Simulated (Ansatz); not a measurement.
# ZnO: the cost of one run

Method: DFT PBE+D3(BJ), scalar-relativistic, plane waves, PAW, in Ansatz 0.2.0.

1 further run of the same task is left out (set aside as unsound or not needed).

### 1 The system as given

It takes space group P6_3/mmc (No. 194, hexagonal). The conventional cell has a = 3.266 Å, b = 3.266 Å, c = 6.169 Å, α = 90.00°, β = 90.00°, γ = 120.00°. Zn (site symmetry -6m2) is surrounded by 3 O at 1.89 Å. O (site symmetry -6m2) is surrounded by 3 Zn at 1.89 Å.

Structure file:

```
CELL_PARAMETERS angstrom
3.26628 0.00000 0.00000
-1.63314 2.82868 0.00000
0.00000 0.00000 6.16885
ATOMIC_POSITIONS crystal
Zn 0.00000 0.00000 0.75000
Zn 0.00000 0.00000 0.25000
O 0.33333 0.66667 0.25000
O 0.66667 0.33333 0.75000
```

It goes back to an entry of the Materials Project, which need not be the stable form.

This cell was relaxed beforehand with the same method: volume 14.25 Å³/atom, gap on the mesh 0.70 eV.

### 2 The scan: a strain scan

The cell is strained by ε times the Voigt pattern (1, -1, 0, 0, 0, 0) (xx, yy, zz, yz, xz, xy; engineering shear), with fractional coordinates fixed (clamped ions). The stress on the pattern is the sum of the stress components weighted by it, tension positive.

### 3 ε = -0.0200

Input file input.yaml:

```yaml
crystal:
  lattice:
    - [3.2009496466, 0.0, 0.0]
    - [-1.6004748233, 2.8852508004, 0.0]
    - [0.0, 0.0, 6.1688483439]
  atoms:
    - { symbol: Zn, position: [0.0, 0.0, 0.75] }
    - { symbol: Zn, position: [0.0, 0.0, 0.25] }
    - { symbol: O, position: [0.3333333333, 0.6666666667, 0.25] }
    - { symbol: O, position: [0.6666666667, 0.3333333333, 0.75] }
basis:
  ecutwfc: 420
kpoints:
  mp_grid: { grid: [12, 12, 6] }
hamiltonian:
  xc: pbe
  dispersion: d3bj
scf:
  occupations: { method: gaussian, width: 0.05 }
output:
  forces: true
  stress: true
  eigenvalues: true
```

Launch:

```console
ansatz run input.yaml --threads 1 --pin off --max-ram 2560MiB --backend cpu --events-out ev --progress --plain --runs-dir out
```

What time and memory should one allow on 1 thread of AMD EPYC 9R45 (Zen 5), shared host?

About 3.7 s, with a peak of 0.49 GiB.
